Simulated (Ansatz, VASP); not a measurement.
## BaTiO3: VASP beside Ansatz

The input INCAR:

```
SYSTEM = BaTiO3
ALGO = Normal ; EDIFF = 1E-7
ENCUT = 520 ; GGA = PE
ISIF = 2 ; ISMEAR = -1
LASPH = .True. ; LCHARG = .False.
LREAL = .False. ; LWAVE = .False.
NBANDS = 28 ; NELM = 80
PREC = Accurate ; SIGMA = 0.05
```

Contents of KPOINTS:

```
k-points
0
Gamma
  7 7 7
  0 0 0
```

File POSCAR:

```
BaTiO3
1.0
    2.8273666084      1.6323808724      2.3183934932
   -2.8273666084      1.6323808724      2.3183934932
    0.0000000000     -3.2647617449      2.3183934932
Ba Ti O
1 1 3
Direct
    0.0000000000      0.0000000000      0.0000000000
    0.4845000000      0.4845000000      0.4845000000
    0.5086000000      0.0175000000      0.5086000000
    0.0175000000      0.5086000000      0.5086000000
    0.5086000000      0.5086000000      0.0175000000
```

File input.yaml:

```yaml
crystal:
  lattice:
    - [2.8273666084, 1.6323808724, 2.3183934932]
    - [-2.8273666084, 1.6323808724, 2.3183934932]
    - [0.0, -3.2647617449, 2.3183934932]
  atoms:
    - { symbol: Ba, position: [0.0, 0.0, 0.0] }
    - { symbol: Ti, position: [0.4845, 0.4845, 0.4845] }
    - { symbol: O, position: [0.5086, 0.0175, 0.5086] }
    - { symbol: O, position: [0.0175, 0.5086, 0.5086] }
    - { symbol: O, position: [0.5086, 0.5086, 0.0175] }
hamiltonian:
  xc: pbe
  pseudopotentials: { kind: paw }
kpoints:
  mp_grid: { grid: [7, 7, 7] }
scf:
  occupations: { method: fermi_dirac, width: 0.05 }
output:
  forces: true
  stress: true
  eigenvalues: true
  write_density: true
  write_potential: true
  elf: true
  volumetric_format: npy
```

Alike in both runs: task single point; functional PBE; k mesh 7 × 7 × 7; occupations fermi-dirac, width 0.05 eV; no spin polarisation.

|  | VASP | Ansatz |
| --- | --- | --- |
| version | VASP 6.6.1 | Ansatz 0.2.0 |
| potentials or method | VASP PAW PBE potentials, release 64 (Ba_sv, Ti_sv, O) | Ansatz PAW |
| plane-wave cutoff (eV) | 520 | 420 |
| valence electrons in the cell | 40 | 40 |

VASP gave:

| Quantity | Value |
| --- | --- |
| gap on the k mesh at the Fermi level (eV) | 2.44 |
| least direct gap on the mesh (eV) | 2.78 |
| pressure (GPa) | 6.8 |
| largest component of the traceless stress (GPa) | 0.17 |
| rms of the force components (eV/Å) | 0.095 |

Task: Estimate Ansatz's values.

Result: gap on the k mesh at the Fermi level (eV): 2.50; least direct gap on the mesh (eV): 2.79; pressure (GPa): 5.0; largest component of the traceless stress (GPa): 0.12; rms of the force components (eV/Å): 0.074.

Atom by atom the forces differ by 0.028 eV/Å (rms over components).

Caveats: spin-orbit coupling is left out, which moves the levels of the heavy elements; an odd mesh through Γ misses points on the zone boundary, where band edges often lie (VASP); odd divisions of the mesh miss points on the zone boundary, where band edges often lie, so the gap on the mesh can be too wide (Ansatz); the pressure holds a Pulay correction of +0.5 GPa for the finite cutoff (Ansatz). Expect the measured gap to be larger: semilocal functionals such as PBE lack the derivative discontinuity.
